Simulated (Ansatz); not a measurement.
# Mo: equation of state, part 2 of 2

How stiff is Mo, and at what volume does the pressure vanish? The cell is scaled evenly, atoms carried along, and solved with LAPW, PAW and all-electron datasets made for the crystal.

Ansatz 0.2.0; DFT PBE; a cell built from a prototype (diamond type), not taken from measurement. «Crystal datasets» are all-electron PAW datasets made for this crystal.

## (7) Volume × 1.025, LAPW

This is Mo in the diamond structure; at room conditions it is bcc.

The input, input.yaml:

```yaml
crystal:
  lattice:
    - [0.0, 2.8675406481, 2.8675406481]
    - [2.8675406481, 0.0, 2.8675406481]
    - [2.8675406481, 2.8675406481, 0.0]
  atoms:
    - { symbol: Mo, position: [0.0, 0.0, 0.0] }
    - { symbol: Mo, position: [0.25, 0.25, 0.25] }
kpoints:
  mp_grid: { grid: [11, 11, 11] }
scf:
  occupations: { method: fermi_dirac, width: 0.05 }
hamiltonian:
  xc: pbe
  pseudopotentials: { kind: all_electron, lapw: { basis_error: 0.00025 } }
output:
  forces: true
  stress: true
  eigenvalues: true
```

Standard output, cut to the lines that bear on the results:

```text
LAPW: plane waves up to 9.580 Å⁻¹, error target 2.5e-4 eV per atom; small_component_spin mean_spin; Mo in spheres of 1.242 Å, 32 of its electrons in bands, Dirac shells []
[...]
Pseudopotentials: kind: all_electron
Pseudopotential: Mo, LAPW, valence charge 32, Koelling and Harmon's equation, gaussian nucleus
Functional definition: PBE
[...]
Crystal: 2 atoms, lattice volume = 47.158 Å³
Basis set: ecut = 349.680241308517 eV, 725 PW (Γ), exchange–correlation at level 2
Bands: 39, of which v1, the nominal top of the filled ones, is band 32 counted from 1 (31 counted from 0)
Symmetry: 48 space group operations
Space group: Fd-3m (ITA 227), of the structure as read, at distance tolerance 3.6e-5 Å
k-points: 56 of 1331
[...]
SCF iter   1: F=—  HF=-220351.449514 eV  |F-HF|=—  |Δ(HF+E_count)|=         —  Δρ=3.56e-2  dr2=2.97e-1  ethr=4.62e-4  ⟨swp⟩=2.7  Hψ=13341  notcnv=0
[...]
the basis was enlarged: its passes take 1.1 MiB over the memory plan, 1 of 1 planned eigensolver slots
[...]
SCF iter   7: F=-220351.226756 eV  HF=-220351.226756 eV  |F-HF|=3.03e-9  |Δ(HF+E_count)|=   1.36e-7  Δρ=9.93e-6  dr2=8.93e-8  ethr=1.09e-9  ⟨swp⟩=2.9  Hψ=6553  notcnv=0
[...]
SCF converged after 7 iterations
Free energy (F): -220351.226756 eV
[...]
E sigma→0 (E₀):  -220351.215094 eV
Entropy (-TS):   -0.023324 eV (-11.662 meV/atom)
Fermi energy:    13.819919 eV
[...]
--- Forces (eV/Å), atoms counted from 1 ---
  atom   1  Mo     0.00000000     0.00000000     0.00000000
  atom   2  Mo    -0.00000000    -0.00000000    -0.00000000
[...]
--- Stress (GPa, compression-positive) ---
       -2.504853      -0.000000       0.000000
       -0.000000      -2.504853      -0.000000
        0.000000      -0.000000      -2.504853
  P = ⅓ Tr σ = -2.5049 GPa (-25.049 kbar)
--- Band table (eV; the first three rows and the last of 56) ---
[...]
```

Wall time 26 s (1 thread, shared host).

Result: pressure -2.50 GPa; no gap.

## (8) Volume × 1.025, PAW

input.yaml: that of step 7 with these lines changed.

```diff
@@ -14,3 +14,3 @@
   xc: pbe
-  pseudopotentials: { kind: all_electron, lapw: { basis_error: 0.00025 } }
+  pseudopotentials: { kind: paw }
 output:
@@ -19 +19,2 @@
   eigenvalues: true
+  efg: { contact_densities: true }
```

Standard output, cut to the lines that bear on the results:

```text
Mo: output.efg is read without spin–orbit coupling, which moves field gradients at and beside such atoms by some per cent and up to a factor of two; PAW files take it under magnetization.noncollinear and magnetization.spin_orbit
[...]
[... 3 set-up lines as earlier in the session ...]
[...]
Crystal: 2 atoms, lattice volume = 47.158 Å³
Basis set: ecut = 420 eV, 941 PW (Γ), exchange–correlation on 60×60×60 points (8 copies of the dense FFT grid, shifted against one another)
Bands: 18, of which v1, the nominal top of the filled ones, is band 14 counted from 1 (13 counted from 0)
[... 2 set-up lines as earlier in the session ...]
k-points: 56 of 1331
[...]
  atom   1  Mo     0.00000000    -0.00000000    -0.00000000
  atom   2  Mo    -0.00000000    -0.00000000    -0.00000000
[...]
--- Stress (GPa, compression-positive) ---
       -2.508811       0.000000       0.000000
       -0.000000      -2.508811      -0.000000
       -0.000000       0.000000      -2.508811
  P = ⅓ Tr σ = -2.5088 GPa (-25.088 kbar)
--- PAW observables at the nuclei: V_zz in 10²¹ V/m², potentials from the cell's mean, atoms counted from 1 ---
  atom   1  Mo V_zz =    -0.000000   η = 0.0000   by run symmetry: forbidden
            electrostatic potential = -6354.090993 V   contact ρ = 595287.563988 e/Å³
  atom   2  Mo V_zz =    -0.000000   η = 0.0000   by run symmetry: forbidden
            electrostatic potential = -6354.090993 V   contact ρ = 595287.563988 e/Å³
--- Band table (eV; the first three rows and the last of 56) ---
  k-point 0: bands = ["-48.1711", "-47.5476", "-22.5495", "-22.5495", "-22.5495", "-21.5130", "-21.5130", "-21.5130", "7.5551", "10.1555", "10.1555", "10.9623", "10.9623", "10.9623", "13.5355", "13.5355", "13.5355", "16.4826"]
[...]
```

Wall time 2.5 s (1 thread, shared host).

In short: pressure -2.51 GPa; no gap.

## (9) Volume × 1.05, LAPW

The input, input.yaml:

```yaml
crystal:
  lattice:
    - [0.0, 2.8906669747, 2.8906669747]
    - [2.8906669747, 0.0, 2.8906669747]
    - [2.8906669747, 2.8906669747, 0.0]
  atoms:
    - { symbol: Mo, position: [0.0, 0.0, 0.0] }
    - { symbol: Mo, position: [0.25, 0.25, 0.25] }
kpoints:
  mp_grid: { grid: [11, 11, 11] }
scf:
  occupations: { method: fermi_dirac, width: 0.05 }
hamiltonian:
  xc: pbe
  pseudopotentials: { kind: all_electron, lapw: { basis_error: 0.00025 } }
output:
  forces: true
  stress: true
  eigenvalues: true
```

Standard output, cut to the lines that bear on the results:

```text
LAPW: plane waves up to 9.504 Å⁻¹, error target 2.5e-4 eV per atom; small_component_spin mean_spin; Mo in spheres of 1.252 Å, 32 of its electrons in bands, Dirac shells []
[...]
[... 3 set-up lines as earlier in the session ...]
[...]
Crystal: 2 atoms, lattice volume = 48.309 Å³
Basis set: ecut = 344.14622647129397 eV, 725 PW (Γ), exchange–correlation at level 2
Bands: 39, of which v1, the nominal top of the filled ones, is band 32 counted from 1 (31 counted from 0)
[... 2 set-up lines as earlier in the session ...]
k-points: 56 of 1331
[...]
SCF iter   1: F=—  HF=-220351.439568 eV  |F-HF|=—  |Δ(HF+E_count)|=         —  Δρ=3.54e-2  dr2=3.09e-1  ethr=4.81e-4  ⟨swp⟩=2.8  Hψ=13203  notcnv=0
[...]
the basis was enlarged: its passes take 1.1 MiB over the memory plan, 1 of 1 planned eigensolver slots
[...]
SCF iter   7: F=-220351.200672 eV  HF=-220351.200672 eV  |F-HF|=3.11e-9  |Δ(HF+E_count)|=   1.45e-7  Δρ=9.94e-6  dr2=9.29e-8  ethr=1.19e-9  ⟨swp⟩=2.8  Hψ=6555  notcnv=0
[...]
SCF converged after 7 iterations
Free energy (F): -220351.200672 eV
[...]
E sigma→0 (E₀):  -220351.188636 eV
Entropy (-TS):   -0.024072 eV (-12.036 meV/atom)
Fermi energy:    13.385581 eV
[...]
--- Forces (eV/Å), atoms counted from 1 ---
  atom   1  Mo     0.00000000    -0.00000000     0.00000000
  atom   2  Mo    -0.00000000    -0.00000000    -0.00000000
[...]
--- Stress (GPa, compression-positive) ---
       -4.717179       0.000000       0.000000
        0.000000      -4.717179       0.000000
        0.000000       0.000000      -4.717179
  P = ⅓ Tr σ = -4.7172 GPa (-47.172 kbar)
--- Band table (eV; the first three rows and the last of 56) ---
[...]
```

Wall time 26 s (1 thread, shared host).

In short: pressure -4.72 GPa; no gap.

## (10) Volume × 1.05, PAW

input.yaml: that of step 9 with these lines changed.

```diff
@@ -14,3 +14,3 @@
   xc: pbe
-  pseudopotentials: { kind: all_electron, lapw: { basis_error: 0.00025 } }
+  pseudopotentials: { kind: paw }
 output:
@@ -19 +19,2 @@
   eigenvalues: true
+  efg: { contact_densities: true }
```

Standard output, cut to the lines that bear on the results:

```text
Mo: output.efg is read without spin–orbit coupling, which moves field gradients at and beside such atoms by some per cent and up to a factor of two; PAW files take it under magnetization.noncollinear and magnetization.spin_orbit
[...]
[... 3 set-up lines as earlier in the session ...]
[...]
Crystal: 2 atoms, lattice volume = 48.309 Å³
Basis set: ecut = 420 eV, 941 PW (Γ), exchange–correlation on 60×60×60 points (8 copies of the dense FFT grid, shifted against one another)
Bands: 18, of which v1, the nominal top of the filled ones, is band 14 counted from 1 (13 counted from 0)
[... 2 set-up lines as earlier in the session ...]
k-points: 56 of 1331
[...]
  atom   1  Mo    -0.00000000     0.00000000    -0.00000000
  atom   2  Mo     0.00000000     0.00000000    -0.00000000
[...]
--- Stress (GPa, compression-positive) ---
       -4.721479      -0.000000      -0.000000
        0.000000      -4.721479       0.000000
        0.000000       0.000000      -4.721479
  P = ⅓ Tr σ = -4.7215 GPa (-47.215 kbar)
--- PAW observables at the nuclei: V_zz in 10²¹ V/m², potentials from the cell's mean, atoms counted from 1 ---
  atom   1  Mo V_zz =    -0.000000   η = 0.0000   by run symmetry: forbidden
            electrostatic potential = -6353.611426 V   contact ρ = 595287.102290 e/Å³
  atom   2  Mo V_zz =    -0.000000   η = 0.0000   by run symmetry: forbidden
            electrostatic potential = -6353.611426 V   contact ρ = 595287.102290 e/Å³
--- Band table (eV; the first three rows and the last of 56) ---
  k-point 0: bands = ["-48.5537", "-47.9804", "-22.9149", "-22.9149", "-22.9149", "-21.9410", "-21.9410", "-21.9410", "7.2313", "9.8482", "9.8482", "10.6005", "10.6005", "10.6005", "13.1138", "13.1138", "13.1138", "15.9682"]
[...]
```

Run time: 2.5 s. Hardware: 1 thread, shared host.

This run gives: pressure -4.72 GPa; no gap.

## (11) Volume × 1.05, crystal datasets

input.yaml: that of step 10 with these lines changed.

```diff
@@ -14,3 +14,3 @@
   xc: pbe
-  pseudopotentials: { kind: paw }
+  pseudopotentials: { kind: all_electron, datasets: crystal }
 output:
```

Standard output, cut to the lines that bear on the results:

```text
[...]
band count auto-derived: 21 (N_el = 28.0; filled up to band 14; 18 by the electrons, moments and atoms)
Mo: output.efg is read without spin–orbit coupling, which moves field gradients at and beside such atoms by some per cent and up to a factor of two; PAW files take it under magnetization.noncollinear and magnetization.spin_orbit
[...]
[... 1 set-up line as earlier in the session ...]
Pseudopotential: Mo, paw, valence charge 14, recommended cutoff 300 eV (normal), Koelling and Harmon's equation, gaussian nucleus
[... 1 set-up line as earlier in the session ...]
[...]
Crystal: 2 atoms, lattice volume = 48.309 Å³
Basis set: ecut = 300 eV, 537 PW (Γ), exchange–correlation on 48×48×48 points (8 copies of the dense FFT grid, shifted against one another)
Bands: 21, of which v1, the nominal top of the filled ones, is band 14 counted from 1 (13 counted from 0)
[... 1 set-up line as earlier in the session ...]
[...]
  atom   1  Mo     0.00000000     0.00000000    -0.00000000
  atom   2  Mo     0.00000000     0.00000000    -0.00000000
[...]
--- Stress (GPa, compression-positive) ---
       -4.713416       0.000000       0.000000
        0.000000      -4.713416       0.000000
       -0.000000      -0.000000      -4.713416
  P = ⅓ Tr σ = -4.7134 GPa (-47.134 kbar)
--- PAW observables at the nuclei: V_zz in 10²¹ V/m², potentials from the cell's mean, atoms counted from 1 ---
  atom   1  Mo V_zz =    +0.000000   η = 0.0000   by run symmetry: forbidden
            electrostatic potential = -6353.699638 V   contact ρ = 595341.249114 e/Å³
  atom   2  Mo V_zz =    +0.000000   η = 0.0000   by run symmetry: forbidden
            electrostatic potential = -6353.699638 V   contact ρ = 595341.249114 e/Å³
--- Band table (eV; the first three rows and the last of 56) ---
  k-point 0: bands = ["-47.0363", "-46.4632", "-21.3962", "-21.3962", "-21.3962", "-20.4222", "-20.4222", "-20.4222", "8.7483", "11.3664", "11.3664", "12.1182", "12.1182", "12.1182", "14.6334", "14.6334", "14.6334", "17.4881", "17.4881"]
[...]
```

Run time: 7.2 s. Hardware: 1 thread, shared host.

This run gives: pressure -4.71 GPa; no gap.

## (12) Fits

The rows at scale 1 come from earlier runs of the unscaled cell with the same settings.

| method | volume (Å³/atom) | F above the lowest (meV/atom) | pressure (GPa) |
| --- | --- | --- | --- |
| LAPW | 21.854 | 20.6 | 6.00 |
| LAPW | 22.429 | 4.9 | 2.80 |
| LAPW | 23.004 | 0.0 | -0.01 |
| LAPW | 23.579 | 4.6 | -2.50 |
| LAPW | 24.154 | 17.6 | -4.72 |
| PAW | 21.854 | 20.6 | 6.00 |
| PAW | 22.429 | 4.9 | 2.80 |
| PAW | 23.004 | 0.0 | -0.01 |
| PAW | 23.579 | 4.6 | -2.51 |
| PAW | 24.154 | 17.7 | -4.72 |
| crystal datasets | 21.854 | – | 6.01 |
| crystal datasets | 23.004 | – | -0.01 |
| crystal datasets | 24.154 | – | -4.71 |

## (13) Summary of results

What follows sums up all 2 parts.

| quantity | value |
| --- | --- |
| equilibrium volume (LAPW) | 23.001 Å³/atom |
| bulk modulus (LAPW) | 106 GPa |
| its pressure derivative (LAPW) | 3.9 |
| equilibrium volume (PAW) | 23.001 Å³/atom |
| bulk modulus (PAW) | 106 GPa |
| its pressure derivative (PAW) | 3.9 |

**Reading.** By LAPW, the pressure vanishes at 23.00 Å³/atom (less than 0.1 % from the starting cell) and the bulk modulus there is 106 GPa (Birch-Murnaghan, third order). PAW's volume lies less than 0.01 % and its modulus less than 0.1 % from LAPW's. No thermal or zero-point expansion is included.
